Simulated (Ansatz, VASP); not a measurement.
One calculation of PtSe2, two programs

File INCAR:

```
ALGO = Normal ; DIPOL = 0.5 0.5 0.500
EDIFF = 1E-6 ; ENCUT = 520
GGA = PE ; IDIPOL = 3
ISIF = 2 ; ISMEAR = 0
IVDW = 12 ; LASPH = True
LCHARG = False ; LDIPOL = True
LREAL = False ; LWAVE = False
NBANDS = 18 ; NELM = 80
PREC = Accurate ; SIGMA = 0.02
```

Contents of KPOINTS:

```
k-points
0
Gamma
  9 9 1
```

File POSCAR:

```
PtSe2
1.0
    3.5590000000      0.0000000000      0.0000000000
   -1.7795000000      3.0821844121      0.0000000000
    0.0000000000      0.0000000000     31.1212903780
Se Pt
2 1
Direct
    0.6666666667      0.3333333333      0.4574407107
    0.3333333333      0.6666666667      0.5425592893
    0.0000000000      0.0000000000      0.5000000000
```

Input for Ansatz:

```yaml
crystal:
  lattice:
    - [3.559, 0.0, 0.0]
    - [-1.7795, 3.0821844121, 0.0]
    - [0.0, 0.0, 31.121290378]
  atoms:
    - { symbol: Se, position: [0.6666666667, 0.3333333333, 0.4574407107] }
    - { symbol: Pt, position: [0.0, 0.0, 0.5] }
    - { symbol: Se, position: [0.3333333333, 0.6666666667, 0.5425592893] }
  periodic: [true, true, false]
basis:
  ecutwfc: 420
kpoints:
  mp_grid: { grid: [9, 9, 1] }
hamiltonian:
  xc: pbe
  pseudopotentials: { kind: paw, azcp: { folder: soft_1 } }
  dispersion: d3bj
scf:
  occupations: { method: gaussian, width: 0.02 }
output:
  forces: true
  stress: true
  eigenvalues: true
```

Alike in both runs: task single point; functional PBE; dispersion D3(BJ); k mesh 9 × 9 × 1; occupations gaussian, width 0.02 eV; no spin polarisation.

|  | VASP | Ansatz |
| --- | --- | --- |
| version | VASP 6.6.1 | Ansatz 0.2.0 |
| potentials or method | VASP PAW PBE potentials, release 64 (Se, Pt) | scalar-relativistic, plane waves, PAW |
| plane-wave cutoff (eV) | 520 | 420 |
| valence electrons in the cell | 22 | 50 |

|  | VASP | Ansatz | Ansatz less VASP |
| --- | --- | --- | --- |
| gap on the k mesh at the Fermi level (eV) | 1.35 | 1.35 | +0.003 |
| least direct gap on the mesh (eV) | 1.60 | 1.60 | +0.005 |
| rms of the force components (eV/Å) | 0.564 | 0.561 | -0.0035 |

The two sets of potentials don't hold the same shells in valence.

Caveats: spin-orbit coupling is left out, which moves the levels of the heavy elements.
